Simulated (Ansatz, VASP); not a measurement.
# Si: VASP beside Ansatz

```
Si
1.0
     0.00000    1.82432    1.82432
     1.82432    0.00000    1.82432
     1.82432    1.82432    0.00000
Si
1
Direct
  0.00000 0.00000 0.00000
```

Alike in both runs: task single point; functional PBE; k mesh 20 × 20 × 20; occupations gaussian, width 0.05 eV; no spin polarisation.

```csv
,VASP,Ansatz
version,VASP 6.6.1,Ansatz 0.2.0
potentials or method,"VASP PAW PBE potentials, release 64 (Si)","scalar-relativistic, plane waves, PAW"
plane-wave cutoff (eV),520,420
valence electrons in the cell,4,4
```

|  | VASP | Ansatz | Ansatz less VASP |
| --- | --- | --- | --- |
| gap on the k mesh at the Fermi level (eV) | none | none | - |
| pressure (GPa) | 21.1 | 21.2 | +0.12 |

A gap of «none» marks a metal or a gap that the smearing closes.

Caveats: so large a pressure means that the cell lies far from this level's equilibrium, or that cutoff or potentials fall short (VASP).
